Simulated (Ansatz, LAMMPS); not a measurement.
# Al2O3 with crystalline order left by the classical run (155 atoms) under strain, part 2 of 3

How stiff is Al2O3 with crystalline order left by the classical run (155 atoms), and how do its levels respond to strain?

Ansatz 0.2.0; Kohn-Sham DFT, PBE, PAW (set soft_1), plane waves.

The cell: 62 Al and 93 O. The quench rate of 20 K/ps is orders of magnitude faster than experiment. The network of bonds at the start is that of the classical potential that made the cell. The Brillouin zone is sampled at Γ only.

So far. Step 2 (Single point at the start): The r.m.s. force at the start is 0.44 eV/Å. Step 3 (Cell and atoms relaxed): The relaxation converged after 17 steps, with a largest force component of 0.0083 eV/Å.

## (4) Single point at the relaxed geometry

One more single point at the end of the walk gives the fuller output and checks the residual forces.

input.yaml

```yaml
crystal:
  lattice:
    - [11.19385, -0.34796, -0.00856]
    - [-0.34796, 10.99734, 0.24631]
    - [-0.00856, 0.24631, 11.90181]
  atoms:
    - { symbol: Al, position: [0.27093, 0.78579, 0.2634] }
    - { symbol: Al, position: [0.60728, 0.65892, 0.36196] }
    - { symbol: Al, position: [0.83733, 0.15184, 0.60355] }
    - { symbol: Al, position: [0.99559, 0.81556, 0.48934] }
    - { symbol: Al, position: [0.53852, 0.49511, 0.58429] }
    - { symbol: Al, position: [0.41812, 0.46189, 0.13776] }
    [... 143 atom lines left out ...]
    - { symbol: O, position: [0.5254, 0.12204, 0.20842] }
    - { symbol: O, position: [0.3029, 0.55613, 0.10343] }
    - { symbol: O, position: [0.13363, 0.40261, 0.23221] }
    - { symbol: O, position: [0.31111, 0.06445, 0.10577] }
    - { symbol: O, position: [0.99838, 0.16464, 0.58139] }
    - { symbol: O, position: [0.6708, 0.62997, 0.87429] }
kpoints:
  mp_grid: { grid: [1, 1, 1] }
hamiltonian:
  xc: pbe
  pseudopotentials: { kind: paw, azcp: { folder: soft_1 } }
scf:
  occupations: { method: fixed }
output:
  forces: true
  stress: true
  populations: true
  dos:
    method: { smearing: { sigma: 0.08 } }
    de: 0.1
    projected: { site_lists: { Al: [Al], O: [O] } }
  eigenvalues: true
  write_density: true
  write_potential: true
  volumetric_format: npy
```

The run is started by

```bash
$ ansatz run input.yaml --threads 4 --pin off --max-ram 8192MiB --backend cpu --events-out ev --progress --plain --runs-dir out
```

Numbers of over 12 decimals in the logs are rounded to 6 here.

The program printed:

```text
[...]
Crystal: 155 atoms, lattice volume = 1463.024 Å³
Basis set: ecut = 420 eV, 28609 PW (Γ), exchange–correlation on 150×150×160 points (8 copies of the dense FFT grid, shifted against one another)
Bands: 527, of which v1, the nominal top of the filled ones, is band 372 counted from 1 (371 counted from 0)
Symmetry: 1 space group operations
[...]
k-points: 1
[...]
SCF iter   1: F=—  HF=-86379.139102 eV  |F-HF|=—  |Δ(HF+E_count)|=         —  Δρ=1.29e-1  dr2=2.38e2  ethr=3.10e-3  ⟨swp⟩=5.0  Hψ=1792  notcnv=0  defer=152
[...]
SCF iter  11: F=-86314.918750 eV  HF=-86314.918750 eV  |F-HF|=1.36e-8  |Δ(HF+E_count)|=   3.47e-7  Δρ=2.20e-6  dr2=5.97e-8  ethr=1.34e-11  ⟨swp⟩=29.0  Hψ=5212  notcnv=0
SCF 1 converged in 11 iterations: F = -86314.918750 eV  dr2 = 5.97e-8
[...]
SCF converged after 11 iterations
Free energy (F): -86314.918750 eV
[...]
Internal energy: -86314.918750 eV  (E = F + TS)
E sigma→0 (E₀):  -86314.918750 eV
Fermi energy:    7.230262 eV
[...]
--- Forces (eV/Å), atoms counted from 1 ---
  atom   1  Al     0.00205684    -0.00138670     0.00062690
  atom   2  Al     0.00130873     0.00283984     0.00215645
  atom   3  Al    -0.00139685    -0.00067386     0.00145440
  atom   4  Al     0.00056180    -0.00077555    -0.00600669
  atom   5  Al    -0.00166331    -0.00079233    -0.00363139
  atom   6  Al     0.00340902     0.00091643    -0.00483646
  atom   7  Al     0.00047641     0.00039196     0.00136760
  atom   8  Al     0.00154347     0.00033168     0.00098990
  atom   9  Al     0.00001120    -0.00061844     0.00145578
  atom  10  Al     0.00018293     0.00088595     0.00118876
  atom  11  Al    -0.00040460    -0.00177946     0.00151741
  atom  12  Al    -0.00049065     0.00548566     0.00222583
  atom  13  Al    -0.00135722    -0.00148396    -0.00068630
  atom  14  Al     0.00299266     0.00284374     0.00053538
[...]
atom 154  O      0.00059117    -0.00183479     0.00059928
  atom 155  O      0.00069134     0.00276477     0.00113300
  max |Σ_I F_I| component: 2.29e-4 eV/Å
--- Stress (GPa, compression-positive) ---
        0.002534      -0.009310      -0.005737
       -0.009309      -0.003023       0.012080
       -0.005742       0.012075       0.041549
  P = ⅓ Tr σ = 0.0137 GPa (0.137 kbar)
--- Band table (eV) ---
[...]
--- Löwdin populations: 155 sites ---
  site symbol       q [e]
     0     Al      1.6777
     1     Al      1.6338
     2     Al      1.7396
[...]
154      O      6.8300
  spilling = 0.007867 (of n_electrons = 744.000000)
```

Wall time 23 s (4 threads of Intel Xeon Platinum 8488C (Sapphire Rapids), shared host); peak memory 2.3 GiB.

The run gave:

```yaml
free_energy: -86314.9187 eV
free_energy_per_atom: -556.8704 eV/atom
scf_cycles: 11
pressure: 0.01369 GPa
r_m_s_force_component: 0.00177 eV/Å
longest_force: 0.00949 eV/Å
fermi_energy: 7.23 eV
spacing_of_highest_filled_and_lowest_empty_level: 3.999 eV
spilling_of_the_projection: 0.007867
```

Löwdin charges by element and coordination (they lack the spilled electrons, 0.038 e an atom on average):

| element | coordination | atoms | mean charge (e) | spread | least | most |
| --- | --- | --- | --- | --- | --- | --- |
| Al | all | 62 | 1.29 | 0.0343 | 1.25 | 1.38 |
| Al | 4 | 8 | 1.37 | 0.0105 | 1.35 | 1.38 |
| Al | 5 | 12 | 1.31 | 0.0143 | 1.29 | 1.35 |
| Al | 6 | 42 | 1.28 | 0.0152 | 1.25 | 1.31 |
| O | all | 93 | -0.800 | 0.0216 | -0.845 | -0.764 |
| O | 3 | 35 | -0.824 | 0.0123 | -0.845 | -0.789 |
| O | 4 | 51 | -0.787 | 0.0092 | -0.808 | -0.764 |
| O | 5 | 7 | -0.773 | 0.0089 | -0.791 | -0.764 |

Density of states as counts of states in windows of 1 eV (from the Fermi level), total and the larger projections:

| from (eV) | to (eV) | total | O p | Al p | O s |
| --- | --- | --- | --- | --- | --- |
| -18 | -17 | 89.0 | 0.4 | 14.5 | 71.2 |
| -17 | -16 | 32.8 | 0.1 | 4.1 | 27.8 |
| -16 | -8 | 0.0 | 0.0 | 0.0 | 0.0 |
| -8 | -7 | 12.7 | 9.3 | 0.9 | 0.3 |
| -7 | -6 | 59.8 | 44.4 | 5.4 | 1.5 |
| -6 | -5 | 67.7 | 51.6 | 9.0 | 2.2 |
| -5 | -4 | 73.5 | 58.8 | 9.3 | 2.1 |
| -4 | -3 | 88.4 | 75.6 | 8.5 | 1.5 |
| -3 | -2 | 116.4 | 106.7 | 6.3 | 0.9 |
| -2 | -1 | 101.9 | 97.3 | 2.4 | 0.5 |
| -1 | 0 | 36.9 | 35.7 | 0.5 | 0.2 |
| 0 | 1 | 0.7 | 0.6 | 0.0 | 0.0 |
| 1 | 3 | 0.0 | 0.0 | 0.0 | 0.0 |
| 3 | 4 | 1.4 | 0.0 | 0.1 | 0.5 |
| 4 | 5 | 0.6 | 0.0 | 0.0 | 0.2 |

The curve was stored every 0.100 eV, coarse against its broadening of 0.08 eV, so these counts are rough.

With fixed occupations the program's Fermi level is the highest filled level; weight inside the gap is the broadening of levels at its edges.

Between -20 and -18 eV lie 64 more states.

The levels nearest the highest filled one (over half full), pooled over k-points and spins:

| level less the highest filled one (eV) | occupation |
| --- | --- |
| -0.429 | 2 |
| -0.312 | 2 |
| -0.280 | 2 |
| -0.139 | 2 |
| -0.0906 | 2 |
| 0 | 2 |
| 4.00 | 0 |
| 5.63 | 0 |
| 5.83 | 0 |
| 5.91 | 0 |
| 6.02 | 0 |
| 6.12 | 0 |

Electrostatic potential energy in the bc plane at fractional x = 0.477, with atoms of Al and O within 0.2 Å of it. With pseudopotentials it is smooth inside the atoms' cores, unlike the true potential.

Values in eV, 13 rows by 16 columns, each cell a mean:
```
-12   3   1 -18 -10   0  -3 -12   5  11   9 -13  -8   3   0 -26
  0   3   1   2   1   2   3   2  12  12  13  10  -3   7  -3   3
 -8  -1  -1 -10 -14   0   0 -10   0  11  11  -4 -10  -1   0  -6
-15   9  11  -4 -13   7   6 -18 -10   9   8 -15 -15   9   9 -14
  6  10  13  13  11  10   7   1   2   7   7   2  -1   8  10   6
  7   1  -1  12  12  11   5  -5  -5  -3  -1   5   2   5   8   8
 10   4   2  10  11   9   8   6   4   8  10  10   7   2   4  10
 11  10   9  10   2  -2  -2   5   1   8   9  10   0   4  -1   5
 11  11  11  11   0   3  -3   6  11  10  10   4  -6  -1  -1   8
 10   4   5  11   9   4   5   9  11  12  12   1 -10   9  11  11
 12   1  -2   8   8   9   3  -3   3   7   7  -2   1   3  12  13
 13  13  10   3   2   8   3  -5   1   8   7  -2   1   2  12  13
 10  13   9 -12  -3  10   3 -18   1  10   7 -13  -4  10  11   3
```
Columns run along b (11.0 Å; values clipped at the 3rd and 97th percentile), rows up along c (11.9 Å). Atoms in or near the plane, at fractional coordinates: Al at (0.11, 0.86), Al at (0.76, 0.15), Al at (0.37, 0.88), Al at (0.86, 0.40), Al at (0.35, 0.36), Al at (0.84, 0.86), O at (0.48, 0.75), O at (0.74, 0.75), O at (0.99, 0.75), O at (0.23, 0.98), O at (0.73, 0.99), O at (0.25, 0.76), O at (0.97, 0.96).

Valence density in the bc plane at fractional x = 0.477, with atoms of Al and O within 0.2 Å of it. It is the smooth field of the valence electrons, not physical close to the nuclei.

Ten steps, logarithmic in the rise over the least value, from '_' (0.0 e/Å³) to '@' (7.1 e/Å³), each cell a mean:
```
%%++--::--**@@@@%%++----++##%%%%++--..::==##@@@@**==::--**%%@@
%%++--::--==**##**==::::--++++==--..__..::==****++--::--++%%@@
==--::__..::------::..__..::::....________..::::::....::--==++
----..__..::--====--::....::--::..________..::--::..__..::----
**++--::::==**####**==::--++****++--....::==****++==::::--++**
@@##==::::==##@@@@##==--==##@@@@##==::::--**@@@@%%++::::==##@@
%%##==....--++##%%**--::--**%%@@##==::::--**%%@@##==::..--**%%
++==::..__..::--==--::..::--++++==--::::::--++++==--....::--++
::::::::::..______......::::::::::--======--::::::::::::....::
..::==++++--::____..::------::::--==******==::::::--====--::..
..--++####++--..__..--==++==--::--==****++==::::--==++++==::..
..::==****++--..__..::====------------==--::....::--====--::..
....::----::....__....::::::--======::..........::::----::::..
::......................::--==++**++--..........::......::::::
::..______....::::::____..::--==++==::......::----::____::::::
....______....::::::____..::::::::::......--==++++==::..::::::
......::::..........::::::::....________::==##%%##++--........
..::==++++--::....::------::....________..==**####++::..______
..--++####++--....::--====--::..::::--::::::--====--::......__
..::++****++--....::--====--::::--==++==--::......::::----::..
__..::------::......::::::::::::--==++==--::..__..::------::..
______......::::::......::--------------::::::::::::::::::....
::..____..--++++==::..::--++****==::....--==++++==::......::::
++--....--**%%@@##==::::++%%@@%%**--..::==##@@%%**--..::==**##
```
Columns run along b (11.0 Å), rows up along c (11.9 Å). Atoms in or near the plane, at fractional coordinates: Al at (0.11, 0.86), Al at (0.76, 0.15), Al at (0.37, 0.88), Al at (0.86, 0.40), Al at (0.35, 0.36), Al at (0.84, 0.86), O at (0.48, 0.75), O at (0.74, 0.75), O at (0.99, 0.75), O at (0.23, 0.98), O at (0.73, 0.99), O at (0.25, 0.76), O at (0.97, 0.96).

Filled and empty levels are parted by 4.00 eV (at Γ alone); a semilocal functional tends to put such gaps too low. In a disordered cell it changes from sample to sample, and tail or defect levels can set it. Mean Löwdin charges: Al +1.29, O -0.80 e (they miss 0.79 % of the electrons, so they add up to more than the cell's charge).

## (5) Volume -3 %

The relaxed cell is scaled evenly and the atoms are relaxed again; the stress at the end gives one point of P(V).

input.yaml, the sections that differ from step 4:

```yaml
crystal:
  lattice:
    - [11.08077, -0.34445, -0.00847]
    - [-0.34445, 10.88625, 0.24382]
    - [-0.00847, 0.24382, 11.78158]
  atoms:
    [... the 155 atom lines of step 4 ...]
output:
  forces: true
  eigenvalues: true
  stress: true
relax:
  f_tol: 0.05
  max_steps: 70
# kpoints, hamiltonian, scf: as in step 4
```

The program printed:

```text
Warning: output.stress: scf.convergence.dr2_threshold = 1e-7 eV (the SCF's general default) is looser than the 1.08e-8 eV advised for a printed stress (1e-10 eV for each atom of the cell: 155, of which 108 are counted). What an SCF threshold leaves in a stress goes as its square root, and in the free energy as the threshold itself, and one threshold admits the most on a small cell: [...]
[...]
Crystal: 155 atoms, lattice volume = 1419.133 Å³
Basis set: ecut = 420 eV, 27741 PW (Γ), exchange–correlation on 150×150×160 points (8 copies of the dense FFT grid, shifted against one another)
Bands: 527, of which v1, the nominal top of the filled ones, is band 372 counted from 1 (371 counted from 0)
Symmetry: 1 space group operations
[...]
k-points: 1
[...]
SCF iter   1: F=—  HF=-86381.012891 eV  |F-HF|=—  |Δ(HF+E_count)|=         —  Δρ=1.34e-1  dr2=2.44e2  ethr=3.10e-3  ⟨swp⟩=5.0  Hψ=1805  notcnv=0  defer=151
[...]
SCF iter   7: F=—  HF=-86314.002652 eV  |F-HF|=—  |Δ(HF+E_count)|=   1.45e-3  Δρ=2.08e-4  dr2=4.66e-4  ethr=1.99e-7  ⟨swp⟩=2.0  Hψ=754  notcnv=0  defer=153
SCF iter   8: F=-86314.002668 eV  HF=-86314.002656 eV  |F-HF|=1.22e-5  |Δ(HF+E_count)|=   3.55e-6  Δρ=3.59e-5  dr2=1.84e-5  ethr=8.40e-9  ⟨swp⟩=24.0  Hψ=4051  notcnv=0
SCF 1 converged in 8 iterations: F = -86314.002668 eV  dr2 = 1.84e-5
[...]
relax step   1: F+E_penalty+E_count = -86314.00266783 eV  Δ(F+E_penalty+E_count) = +0.000e0 eV  max|allowed force component| = 2.875e-1 eV/Å  Δτ_max = 0.0000 Å  (8 SCF iters, dr2 threshold 6.25e-5 eV, accepted)
[...]
relax step   2: F+E_penalty+E_count = -86314.08775397 eV  Δ(F+E_penalty+E_count) = -8.509e-2 eV  max|allowed force component| = 1.938e-1 eV/Å  Δτ_max = 0.0234 Å  (6 SCF iters, dr2 threshold 5.17e-6 eV, accepted)
[...]
relax step   3: F+E_penalty+E_count = -86314.16858475 eV  Δ(F+E_penalty+E_count) = -8.083e-2 eV  max|allowed force component| = 2.147e-1 eV/Å  Δτ_max = 0.0397 Å  (8 SCF iters, accepted)
relax step   4: F+E_penalty+E_count = -86314.21799896 eV  Δ(F+E_penalty+E_count) = -4.941e-2 eV  max|allowed force component| = 5.254e-2 eV/Å  Δτ_max = 0.1387 Å  (6 SCF iters, dr2 threshold 2.09e-5 eV, accepted)
[...]
relax step   5: F+E_penalty+E_count = -86314.22100037 eV  Δ(F+E_penalty+E_count) = -3.001e-3 eV  max|allowed force component| = 1.721e-2 eV/Å  Δτ_max = 0.0267 Å  (7 SCF iters, accepted)
SCF converged after 7 iterations
Free energy (F): -86314.221000 eV
[...]
Internal energy: -86314.221000 eV  (E = F + TS)
E sigma→0 (E₀):  -86314.221000 eV
Fermi energy:    7.657654 eV
[...]
Σ components = -86314.221000   (vs F -86314.221000, Δ=0.00e0)
--- Forces (eV/Å), atoms counted from 1 ---
  atom   1  Al     0.00096562    -0.00123933    -0.00254767
  atom   2  Al     0.00367877     0.00066959    -0.00431952
  atom   3  Al    -0.00094863    -0.00208645    -0.00266405
  atom   4  Al    -0.00143419     0.00215175     0.00002265
[...]
atom 155  O      0.00214328     0.00175317    -0.00080167
  max |Σ_I F_I| component: 2.80e-4 eV/Å
--- Stress (GPa, compression-positive) ---
        5.150802      -0.081644       0.340357
       -0.081645       5.202235       0.008955
        0.340352       0.008952       5.148530
  P = ⅓ Tr σ = 5.1672 GPa (51.672 kbar)
--- Band table (eV) ---
[...]
--- Relaxed structure (5 steps of the walk, 5 accepted, 0 SCFs on fresh bases) ---
  F+E_penalty+E_count = -86314.22100037 eV   max|allowed force component| = 1.721e-2 eV/Å
  atoms:
    - { symbol: Al, position: [0.270797, 0.785897, 0.262547] }
    - { symbol: Al, position: [0.608355, 0.659544, 0.357416] }
    - { symbol: Al, position: [0.838493, 0.151189, 0.604572] }
    - { symbol: Al, position: [0.997617, 0.813632, 0.489843] }
[...]
- { symbol: O, position: [0.669965, 0.631708, 0.874571] }
```

Run time: 79 s. Hardware: 4 threads; peak memory 2.2 GiB.

The program notes that the SCF threshold is loose for the stress.

The relaxation converged after 5 steps, 0.218 eV below its start, with a largest force component of 0.017 eV/Å.

Volume -3 %: the energy stands 0.698 eV above that of the reference, at a pressure of 5.17 GPa.

## (6) Volume +3 %

The relaxed cell is scaled to another volume.

input.yaml, the sections that differ from step 5:

```yaml
crystal:
  lattice:
    - [11.30469, -0.35141, -0.00864]
    - [-0.35141, 11.10623, 0.24875]
    - [-0.00864, 0.24875, 12.01966]
  atoms:
    [... the 155 atom lines of step 4 ...]
# kpoints, hamiltonian, scf, output, relax: as in step 5
```

The program printed:

```text
[...]
Crystal: 155 atoms, lattice volume = 1506.915 Å³
Basis set: ecut = 420 eV, 29435 PW (Γ), exchange–correlation on 160×150×162 points (8 copies of the dense FFT grid, shifted against one another)
Bands: 527, of which v1, the nominal top of the filled ones, is band 372 counted from 1 (371 counted from 0)
Symmetry: 1 space group operations
[...]
k-points: 1
[...]
SCF iter   1: F=—  HF=-86375.875336 eV  |F-HF|=—  |Δ(HF+E_count)|=         —  Δρ=1.24e-1  dr2=2.33e2  ethr=3.10e-3  ⟨swp⟩=5.0  Hψ=1770  notcnv=0  defer=153
[...]
SCF iter   7: F=—  HF=-86314.095588 eV  |F-HF|=—  |Δ(HF+E_count)|=   1.27e-3  Δρ=1.93e-4  dr2=4.76e-4  ethr=2.42e-7  ⟨swp⟩=2.0  Hψ=897  notcnv=0  defer=153
SCF iter   8: F=-86314.095659 eV  HF=-86314.095640 eV  |F-HF|=1.84e-5  |Δ(HF+E_count)|=   5.25e-5  Δρ=3.78e-5  dr2=2.70e-5  ethr=8.40e-9  ⟨swp⟩=21.0  Hψ=3977  notcnv=0
SCF 1 converged in 8 iterations: F = -86314.095659 eV  dr2 = 2.70e-5
[...]
relax step   1: F+E_penalty+E_count = -86314.09565884 eV  Δ(F+E_penalty+E_count) = +0.000e0 eV  max|allowed force component| = 2.598e-1 eV/Å  Δτ_max = 0.0000 Å  (8 SCF iters, dr2 threshold 6.25e-5 eV, accepted)
[...]
relax step   2: F+E_penalty+E_count = -86314.17536834 eV  Δ(F+E_penalty+E_count) = -7.971e-2 eV  max|allowed force component| = 1.679e-1 eV/Å  Δτ_max = 0.0256 Å  (6 SCF iters, dr2 threshold 4.22e-6 eV, accepted)
[...]
relax step   3: F+E_penalty+E_count = -86314.24851678 eV  Δ(F+E_penalty+E_count) = -7.315e-2 eV  max|allowed force component| = 1.762e-1 eV/Å  Δτ_max = 0.0348 Å  (8 SCF iters, accepted)
relax step   4: F+E_penalty+E_count = -86314.32197529 eV  Δ(F+E_penalty+E_count) = -7.346e-2 eV  max|allowed force component| = 7.061e-2 eV/Å  Δτ_max = 0.1440 Å  (6 SCF iters, dr2 threshold 1.30e-5 eV, accepted)
[...]
relax step   5: F+E_penalty+E_count = -86314.33154497 eV  Δ(F+E_penalty+E_count) = -9.570e-3 eV  max|allowed force component| = 2.160e-2 eV/Å  Δτ_max = 0.0401 Å  (8 SCF iters, accepted)
SCF converged after 8 iterations
Free energy (F): -86314.331545 eV
[...]
Internal energy: -86314.331545 eV  (E = F + TS)
E sigma→0 (E₀):  -86314.331545 eV
Fermi energy:    6.824167 eV
[...]
Σ components = -86314.331545   (vs F -86314.331545, Δ=0.00e0)
--- Forces (eV/Å), atoms counted from 1 ---
  atom   1  Al     0.00627089     0.00105355    -0.00388213
  atom   2  Al    -0.00647582    -0.00889465     0.00445301
  atom   3  Al    -0.00211407     0.00201001    -0.00406482
  atom   4  Al    -0.00053600    -0.00048927     0.00735226
[...]
atom 155  O      0.00003470     0.00214689     0.00366639
  max |Σ_I F_I| component: 5.38e-5 eV/Å
--- Stress (GPa, compression-positive) ---
       -4.135588       0.176571      -0.412580
        0.176575      -3.769313      -0.090935
       -0.412585      -0.090941      -4.202541
  P = ⅓ Tr σ = -4.0358 GPa (-40.358 kbar)
--- Band table (eV) ---
[...]
--- Relaxed structure (5 steps of the walk, 5 accepted, 0 SCFs on fresh bases) ---
  F+E_penalty+E_count = -86314.33154497 eV   max|allowed force component| = 2.160e-2 eV/Å
  atoms:
    - { symbol: Al, position: [0.271834, 0.786703, 0.264838] }
    - { symbol: Al, position: [0.604906, 0.656921, 0.366169] }
    - { symbol: Al, position: [0.835730, 0.153268, 0.604523] }
    - { symbol: Al, position: [0.993247, 0.819164, 0.488201] }
[...]
- { symbol: O, position: [0.671583, 0.628053, 0.874175] }
```

Run time: 80 s. Hardware: 4 threads; peak memory 2.3 GiB.

The relaxation converged after 5 steps, 0.236 eV below its start, with a largest force component of 0.022 eV/Å.

Volume +3 %: the energy stands 0.587 eV above that of the reference, at a pressure of -4.04 GPa.

## (7) Volume -6 %

The relaxed cell is scaled to another volume.

Input and log are left out; they have the form of those shown for this kind of step.

Wall time 92 s (4 threads of Intel Xeon Platinum 8488C (Sapphire Rapids), shared host); peak memory 2.2 GiB.

The relaxation converged after 6 steps, 0.984 eV below its start, with a largest force component of 0.030 eV/Å.

Volume -6 %: the energy stands 2.86 eV above that of the reference, at a pressure of 11.4 GPa.

## (8) Volume +6 %

The relaxed cell is scaled to another volume.

Input and log are left out; they have the form of those shown for this kind of step.

It took 2.3 min on 4 threads of Intel Xeon Platinum 8488C (Sapphire Rapids), shared host; peak memory 2.4 GiB; 8.6 min of CPU time.

The relaxation converged after 9 steps, 1.05 eV below its start, with a largest force component of 0.020 eV/Å.

Volume +6 %: the energy stands 2.09 eV above that of the reference, at a pressure of -6.41 GPa.

(Part 2 of 3 ends here.)

[Logs are printed without paths, hosts, clocks, repeated set-up lines and the standing remarks that a program may print on its own settings, such as how far it seeks lower states.]

[Hosts, paths, dates, database ids (printed as entryN), source tags and the programs' standing remarks are cut or masked in the printed files.]
